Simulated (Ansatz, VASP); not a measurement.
One calculation of MgO, two programs

Contents of INCAR:

```
SYSTEM = MgO
  ALGO = Normal
  EDIFF = 1E-6
  ENCUT = 520
  ISIF = 2
  ISMEAR = 0
  LASPH = .TRUE.
  LCHARG = .TRUE.
  LELF = .TRUE.
  LREAL = .FALSE.
  LVHAR = .TRUE.
  LWAVE = .FALSE.
  NBANDS = 11
  NELM = 100
  PREC = Accurate
  SIGMA = 0.01
```

File KPOINTS:

```
k-points
0
G
  10 10 10
  0 0 0
```

The input POSCAR:

```
MgO
1.0
    2.0380003711      2.0380003711      0.0000000000
   -2.0380003711      2.0380003711      0.0000000000
    0.0000000000      2.0380003711      2.1051963106
Mg O
1 1
Direct
    0.0000000000      0.0000000000      0.0000000000
    0.5000000000      0.5000000000      0.0000000000
```

Input for Ansatz:

```yaml
crystal:
  lattice:
    - [2.03800037111, 2.03800037111, 0.0]
    - [-2.03800037111, 2.03800037111, 0.0]
    - [0.0, 2.03800037111, 2.10519631065]
  atoms:
    - { symbol: Mg, position: [0.0, 0.0, 0.0] }
    - { symbol: O, position: [0.5, 0.5, 0.0] }
kpoints:
  mp_grid: { grid: [10, 10, 10] }
scf:
  occupations: { method: fixed }
  convergence: { dr2_threshold: 1.0e-10 }
hamiltonian:
  xc: lda
  pseudopotentials: { kind: all_electron, lapw: { basis_error: 0.0005 } }
output:
  forces: true
  stress: true
  eigenstates:
    kpoints:
      - [0.0, 0.0, 0.0]
      - [-0.5, -0.5, -0.5]
      - [-0.5, 0.5, 0.0]
      - [0.0, 0.0, -0.5]
      - [0.0, -0.5, -0.5]
      - [0.0, 0.5, 0.0]
      - [-0.5, 0.0, 0.0]
      - [-0.5, 0.0, -0.5]
  eigenvalues: true
```

Change from the starting cell: film at in-plane strain -0.02.

Alike in both runs: task single point; functional LDA; k mesh 10 × 10 × 10; no spin polarisation.

```csv
,VASP,Ansatz
version,VASP 6.6.1,Ansatz 0.2.0
potentials or method,"VASP PAW LDA potentials, release 64 (Mg, O)","all-electron LAPW, scalar-relativistic"
plane-wave cutoff (eV),520,see its input
occupations,"gaussian, width 0.01 eV",fixed
```

Ansatz gave:

* gap on the k mesh at the Fermi level (eV): 5.28
* pressure (GPa): 5.8
* largest component of the traceless stress (GPa): 5.57

**Question.** Which values does VASP return?

**Answer.** gap on the k mesh at the Fermi level (eV): 5.28; pressure (GPa): 3.9; largest component of the traceless stress (GPa): 5.58.

Ansatz ran all-electron here, so the differences hold the error of VASP's frozen core and of both bases.
